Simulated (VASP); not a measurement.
# ZrS2 in VASP: notebook, part 2 of 2

VASP 6.6.1. Earlier steps stand in the parts before.

### 3 Single point, LDA

File INCAR:

```
SYSTEM = ZrS2
ALGO = Normal ; DIPOL = 0.5 0.5 0.500
EDIFF = 1E-7 ; ENCUT = 750
IDIPOL = 3 ; ISIF = 2
ISMEAR = 0 ; LASPH = .TRUE.
LCHARG = .FALSE. ; LDIPOL = .TRUE.
LREAL = .FALSE. ; LVACPOTAV = .TRUE.
LVHAR = .TRUE. ; LWAVE = .FALSE.
NBANDS = 23 ; NELM = 120
PREC = Accurate ; SIGMA = 0.05
```

File KPOINTS:

```
k-points
0
G
  9 9 1
  0 0 0
```

File POSCAR:

```
ZrS2
1.0
    3.6913825500      0.0000000000      0.0000000000
   -1.8456912700      3.1968310600      0.0000000000
    0.0000000000      0.0000000000     20.8744649004
S Zr
2 1
Direct
    0.6666666667      0.3333333333      0.4311487764
    0.3333333333      0.6666666667      0.5688512236
    0.0000000000      0.0000000000      0.5000000000
```

Potentials or basis: VASP PAW LDA potentials, release 64 (S, Zr_sv).

Launch:

```console
$ cat potpaw_LDA.64/S/POTCAR potpaw_LDA.64/Zr_sv/POTCAR > POTCAR
$ mpirun -np 1 vasp_std > vasp.out
```

OUTCAR:

```text
SYSTEM = ZrS2
   EDIFF = 1E-7
   ENCUT = 750
   ISIF = 2
   ISMEAR = 0
   LASPH = .TRUE.
   LREAL = .FALSE.
   NELM = 120
   PREC = Accurate

 Found     12 irreducible k-points:

 Following reciprocal coordinates:
            Coordinates               Weight
  0.000000  0.000000  0.000000      1.000000
  0.111111 -0.000000  0.000000      6.000000
  0.222222  0.000000  0.000000      6.000000
  0.333333 -0.000000  0.000000      6.000000
  0.444444  0.000000  0.000000      6.000000
  0.111111  0.111111  0.000000      6.000000
   k-points           NKPTS =     12   k-points in BZ     NKDIM =     12   number of bands    NBANDS=     23
   number of dos      NEDOS =    301   number of ions     NIONS =      3
   total plane-waves  NPLWV = 248832
   dimension x,y,z NGX =    36 NGY =   36 NGZ =  192
   dimension x,y,z NGXF=    72 NGYF=   72 NGZF=  384
   ions per type =               2   1
   NGX,Y,Z   is equivalent  to a cutoff of  16.21, 16.21, 15.29 a.u.
   NGXF,Y,Z  is equivalent  to a cutoff of  32.43, 32.43, 30.58 a.u.
 SYSTEM =  ZrS2
   PREC   = accura    normal or accurate (medium, high low for compatibility)
   ISTART =      0    job   : 0-new  1-cont  2-samecut
   ICHARG =      2    charge: 1-file 2-atom 10-const
   ISPIN  =      1    spin polarized calculation?
   LNONCOLLINEAR =      F non collinear calculations
   LSORBIT =      F    spin-orbit coupling
   LASPH  =      T    aspherical Exc in radial PAW
   ENCUT  =  750.0 eV  55.12 Ry    7.42 a.u.   8.24  8.24 46.61*2*pi/ulx,y,z
   NELM   =    120;   NELMIN=  2; NELMDL= -5     # of ELM steps
   EDIFF  = 0.1E-06   stopping-criterion for ELM
   LREAL  =      F    real-space projection
   EDIFFG = 0.1E-05   stopping-criterion for IOM
   NSW    =      0    number of steps for IOM
   IBRION =     -1    ionic relax: 0-MD 1-quasi-New 2-CG
   NFREE  =      0    steps in history (QN), initial steepest desc. (CG)
   ISIF   =      2    stress and relaxation
   ISYM   =      2    0-nonsym 1-usesym 2-fastsym
   POTIM  = 0.5000    time-step for ionic-motion
   TEBEG  =    0.0;   TEEND  =   0.0 temperature during run
   PSTRESS=    0.0 pullay stress
   NELECT =      24.0000    total number of electrons
   NUPDOWN=      -1.0000    fix difference up-down
   EMIN   =  10.00;   EMAX   =-10.00  energy-range for DOS
   EFERMI =   0.00;   METHOD = LEGACY
   ISMEAR =     0;   SIGMA  =   0.05  broadening in eV -4-tet -1-fermi 0-gaus
   EFERMI_NEDOS =   21; number of points for ismear=-14 and -15
   IALGO  =     38    algorithm
   IMIX   =      4    mixing-type and parameters
     AMIX     =   0.40;   BMIX     =  1.00
     AMIX_MAG =   1.60;   BMIX_MAG =  1.00
  volume/ion in A,a.u.               =      82.11       554.11
  Fermi-wavevector in a.u.,A,eV,Ry     =   0.753304  1.423539  7.720866  0.567468
  Thomas-Fermi vector in A             =   1.850713
   LORBIT       =      0    0 simple, 1 ext, 2 COOP (PROOUT), +10 PAW based schemes
   GGA     = CA    functional components
   LHFCALC =     F    Hartree Fock is set to
   AEXX    =    0.0000 exact exchange contribution
   IVDW    =     0    specifies the selected vdW correction
   LEPSILON=     F    determine dielectric tensor
   LRPA    =     F    only Hartree local field effects (RPA)
 non-spin polarized calculation
 Gauss-broadening in eV      SIGMA  =   0.05
  energy-cutoff  :      750.00
  volume of cell :      246.33
 maximum number of plane-waves:     11535
 NGX is ok and might be reduce to    36
   NGX = 17   NGY = 17   NGZ = 93

 dipolmoment           0.000000      0.000000     -0.000000 electrons x Angstroem

 number of electron      24.0000000 magnetization

 dipolmoment           0.000000      0.000000      0.000000 electrons x Angstroem

 Free energy of the ion-electron system (eV)
  ---------------------------------------------------
  ext. energy  EPLUGINS =         0.00000000
  ---------------------------------------------------
  free energy    TOTEN  =       -23.19897037 eV

  energy without entropy =      -23.19897037  energy(sigma->0) =      -23.19897037

 E-fermi :  -3.3162     XC(G=0):  -3.1964

 val. band max:       -3.5959702361   @ k =   0.0000   0.0000   0.0000
 cond. band min:      -2.4551861854   @ k =   0.4444   0.0000   0.0000
 fundamental gap:      1.1407840507
 Fermi energy:        -3.3162449474

 k-point     1 :       0.0000    0.0000    0.0000
  band No.  band energies     occupation
      1     -52.1871      2.00000
      2     -30.4024      2.00000
      3     -30.2563      2.00000
      4     -30.2563      2.00000
      5     -15.8949      2.00000
      6     -14.7157      2.00000
[... 15 lines left out ...]
     22       4.0518      0.00000
     23       4.2332      0.00000

 k-point     2 :       0.1111   -0.0000    0.0000
  band No.  band energies     occupation
      1     -52.1850      2.00000
      2     -30.3960      2.00000
      3     -30.2866      2.00000
      4     -30.2628      2.00000
      5     -15.7713      2.00000
      6     -14.7364      2.00000
[... 15 lines left out ...]
     22       4.2640      0.00000
     23       4.4385      0.00000

 k-point     3 :       0.2222    0.0000    0.0000
  band No.  band energies     occupation
      1     -52.1797      2.00000
      2     -30.3807      2.00000
      3     -30.3612      2.00000
      4     -30.2792      2.00000
      5     -15.4507      2.00000
      6     -14.7814      2.00000
[... 15 lines left out ...]
     22       4.9056      0.00000
     23       4.9137      0.00000

 k-point     4 :       0.3333   -0.0000    0.0000
  band No.  band energies     occupation
      1     -52.1736      2.00000
      2     -30.4473      2.00000
      3     -30.3604      2.00000
      4     -30.2977      2.00000
      5     -15.1256      2.00000
      6     -14.7577      2.00000
[... 15 lines left out ...]
     22       4.9851      0.00000
     23       5.8076      0.00000

 k-point     5 :       0.4444    0.0000    0.0000
  band No.  band energies     occupation
      1     -52.1696      2.00000
      2     -30.5014      2.00000
      3     -30.3482      2.00000
      4     -30.3098      2.00000
      5     -15.0520      2.00000
      6     -14.5733      2.00000
[... 15 lines left out ...]
     22       6.0913      0.00000
     23       6.2010      0.00000

 k-point     6 :       0.1111    0.1111    0.0000
  band No.  band energies     occupation
      1     -52.1813      2.00000
      2     -30.3847      2.00000
      3     -30.3368      2.00000
      4     -30.2769      2.00000
      5     -15.5470      2.00000
      6     -14.7712      2.00000
[... 15 lines left out ...]
     22       4.7030      0.00000
     23       4.7870      0.00000

 [... further k-points ...]
[... 5 lines left out ...]
  --------------------------------------------------------------------------------------
  -------------------------------------------------------------------------------------
  Total       -2.2169515     -2.2169515     -1.1500113     -0.0000000      0.0000000     -0.0000000
  in kB      -14.4192502    -14.4192502     -7.4797762     -0.0000000      0.0000000     -0.0000000
  external PRESSURE =     -12.1060922 kB  Pullay stress =       0.0000000 kB

 VOLUME and BASIS-vectors are now :
 -----------------------------------------------------------------------------
  energy-cutoff  :      750.00
  volume of cell :      246.33
      direct lattice vectors                 reciprocal lattice vectors
     3.691382550  0.000000000  0.000000000     0.270901210  0.156404886  0.000000000
    -1.845691270  3.196831060  0.000000000     0.000000000  0.312809774  0.000000000
     0.000000000  0.000000000 20.874464900     0.000000000  0.000000000  0.047905420

 POSITION                                       TOTAL-FORCE (eV/Angst)
 -----------------------------------------------------------------------------------
      1.84569      1.06561      9.00000         0.000000      0.000000      0.398765
      0.00000      2.13122     11.87446         0.000000     -0.000000     -0.398765
      0.00000      0.00000     10.43723        -0.000000      0.000000      0.000000
 -----------------------------------------------------------------------------------
    total drift:                               -0.000000     -0.000000      0.000000

  FREE ENERGIE OF THE ION-ELECTRON SYSTEM (eV)
  ---------------------------------------------------
  free  energy   TOTEN  =       -23.1989703746 eV

  energy  without entropy=      -23.1989703746  energy(sigma->0) =      -23.19897037

 vacuum level on the upper side and lower side of the slab         3.041         3.041
```

OSZICAR:

```text
N       E                     dE             d eps       ncg     rms          rms(c)
DAV:   1     0.249190248420E+03    0.24919E+03   -0.11215E+04   560   0.105E+03
DAV:   2     0.160508317746E+01   -0.24759E+03   -0.23756E+03   745   0.237E+02
DAV:   3    -0.244708845757E+02   -0.26076E+02   -0.25892E+02   952   0.721E+01
[... 17 lines left out ...]
DAV:  21    -0.231989685343E+02   -0.19367E-05   -0.42678E-08   633   0.568E-04    0.518E-04
DAV:  22    -0.231989699610E+02   -0.14267E-05   -0.21554E-08   620   0.437E-04    0.581E-04
DAV:  23    -0.231989702281E+02   -0.26712E-06    0.61340E-10   525   0.207E-04    0.109E-04
DAV:  24    -0.231989703557E+02   -0.12751E-06    0.15261E-09   525   0.113E-04    0.115E-04
DAV:  25    -0.231989703746E+02   -0.18950E-07    0.27849E-09   469   0.488E-05
   1 F= -.23198970E+02 E0= -.23198970E+02  d E =-.177899E-16
```

stdout:

```text
POSCAR found type information on POSCAR S Zr
 POSCAR found :  2 types and       3 ions
 scaLAPACK will be used
 LDA part: xc-table for (Slater(with rela. corr.)+CA(PZ))
 , standard interpolation
 POSCAR, INCAR and KPOINTS ok, starting setup
 FFT: planning ... GRIDC
 FFT: planning ... GRID_SOFT
 FFT: planning ... GRID
 WAVECAR not read
 entering main loop
 -----------------------------------------------------------------------------
|                                                                             |
|           W    W    AA    RRRRR   N    N  II  N    N   GGGG   !!!           |
|           W    W   A  A   R    R  NN   N  II  NN   N  G    G  !!!           |
|           W    W  A    A  R    R  N N  N  II  N N  N  G       !!!           |
|           W WW W  AAAAAA  RRRRR   N  N N  II  N  N N  G  GGG   !            |
|           WW  WW  A    A  R   R   N   NN  II  N   NN  G    G                |
|           W    W  A    A  R    R  N    N  II  N    N   GGGG   !!!           |
|                                                                             |
|     Did not find any points to average over, which means that no vacuum     |
|     field-free region was found. Please increase the size of  your cell     |
|     in the dimension of the dipole correction to obtain accurate            |
|     workfunction values.                                                    |
|                                                                             |
 -----------------------------------------------------------------------------
```

Wall time 5 min (1 thread of AMD EPYC 7R43 (Zen 3), shared host); peak memory 0.39 GiB.

These settings aren't checked as converged: the numbers below hold their error.

Results:

```
Free energy                            : -23.1990 eV
Largest force                          : 0.399 eV/Å
Band gap on the k mesh                 : 1.14 eV, indirect (least direct gap 1.58 eV)
Ionisation potential of the upper face : 6.64 eV
```

### 4 Single point, LDA

This run uses another cell than the first one, of 58.51 Å³/atom, 0.713 times its volume.

INCAR, as its differences from that of step 3:

```diff
@@ -2,3 +2,3 @@
 ALGO = Normal ; DIPOL = 0.5 0.5 0.500
-EDIFF = 1E-7 ; ENCUT = 750
+EDIFF = 1E-7 ; ENCUT = 250
 IDIPOL = 3 ; ISIF = 2
```

File KPOINTS:

```
k-points
0
G
  3 3 1
  0 0 0
```

File POSCAR:

```
ZrS2
1.0
    3.6913825500      0.0000000000      0.0000000000
   -1.8456912700      3.1968310600      0.0000000000
    0.0000000000      0.0000000000     14.8744649004
S Zr
2 1
Direct
    0.6666666667      0.3333333333      0.4033758552
    0.3333333333      0.6666666667      0.5966241448
    0.0000000000      0.0000000000      0.5000000000
```

Potentials or basis: VASP PAW LDA potentials, release 64 (S, Zr_sv).

Launch:

```console
$ cat potpaw_LDA.64/S/POTCAR potpaw_LDA.64/Zr_sv/POTCAR > POTCAR
$ mpirun -np 1 vasp_std > vasp.out
```

OUTCAR:

```text
SYSTEM = ZrS2
   EDIFF = 1E-7
   ENCUT = 250
   ISIF = 2
   ISMEAR = 0
   LASPH = .TRUE.
   LREAL = .FALSE.
   NELM = 120
   PREC = Accurate

 Found      3 irreducible k-points:

 Following reciprocal coordinates:
            Coordinates               Weight
  0.000000  0.000000  0.000000      1.000000
  0.333333 -0.000000  0.000000      6.000000
  0.333333  0.333333  0.000000      2.000000
   k-points           NKPTS =      3   k-points in BZ     NKDIM =      3   number of bands    NBANDS=     23
   number of dos      NEDOS =    301   number of ions     NIONS =      3
   total plane-waves  NPLWV =  32000
[... 157 lines left out ...]
  -------------------------------------------------------------------------------------
  Total       -2.0705211     -2.0705211     -1.9799224     -0.0000000     -0.0000000     -0.0000000
  in kB      -18.8990577    -18.8990576    -18.0721014     -0.0000000     -0.0000000     -0.0000000
  external PRESSURE =     -18.6234056 kB  Pullay stress =       0.0000000 kB

 VOLUME and BASIS-vectors are now :
 -----------------------------------------------------------------------------
  energy-cutoff  :      250.00
  volume of cell :      175.53
      direct lattice vectors                 reciprocal lattice vectors
     3.691382550  0.000000000  0.000000000     0.270901210  0.156404886  0.000000000
    -1.845691270  3.196831060  0.000000000     0.000000000  0.312809774  0.000000000
     0.000000000  0.000000000 14.874464900     0.000000000  0.000000000  0.067229309

 POSITION                                       TOTAL-FORCE (eV/Angst)
 -----------------------------------------------------------------------------------
      1.84569      1.06561      6.00000         0.000000     -0.000000      0.499421
      0.00000      2.13122      8.87446        -0.000000     -0.000000     -0.499421
      0.00000      0.00000      7.43723         0.000000      0.000000      0.000000
 -----------------------------------------------------------------------------------
    total drift:                               -0.000000      0.000000     -0.000000

  FREE ENERGIE OF THE ION-ELECTRON SYSTEM (eV)
  ---------------------------------------------------
  free  energy   TOTEN  =       -23.0047732261 eV

  energy  without entropy=      -23.0047732261  energy(sigma->0) =      -23.00477323

 vacuum level on the upper side and lower side of the slab         4.268         4.268
```

Wall time 10 s (1 thread of AMD EPYC 7R43 (Zen 3), shared host); peak memory 0.11 GiB.

The run converged, but a check on its numbers failed (symmetry, net force, bounds or a known fault of this set-up), so they aren't taken as properties of the slab.

Caveat: the k mesh is coarse (spacing up to 0.66 Å⁻¹), so the values aren't converged; the cutoff lies under the usual one of these potentials, so the numbers hold a large basis-set error.

### 5 Single point, LDA

This run uses another cell than the first one, of 27.04 Å³/atom, 0.329 times its volume.

INCAR, as its differences from that of step 4:

```diff
@@ -2,3 +2,3 @@
 ALGO = Normal ; DIPOL = 0.5 0.5 0.500
-EDIFF = 1E-7 ; ENCUT = 250
+EDIFF = 1E-7 ; ENCUT = 400
 IDIPOL = 3 ; ISIF = 2
```

File KPOINTS:

```
k-points
0
G
  5 5 1
  0 0 0
```

File POSCAR:

```
ZrS2
1.0
    3.6913825500      0.0000000000      0.0000000000
   -1.8456912700      3.1968310600      0.0000000000
    0.0000000000      0.0000000000      6.8744649004
S Zr
2 1
Direct
    0.6666666667      0.3333333333      0.2909317349
    0.3333333333      0.6666666667      0.7090682651
    0.0000000000      0.0000000000      0.5000000000
```

Launch:

```console
$ cat potpaw_LDA.64/S/POTCAR potpaw_LDA.64/Zr_sv/POTCAR > POTCAR
$ mpirun -np 1 vasp_std > vasp.out
```

Run time: 9.4 s. Hardware: 1 thread of AMD EPYC 7R43 (Zen 3), shared host; peak memory 0.1 GiB.

These settings aren't checked as converged: the numbers below hold their error.

Results:

- Free energy: -23.2251 eV
- Largest force: 0.370 eV/Å
- Band gap on the k mesh: 1.20 eV, indirect (least direct gap 1.55 eV)
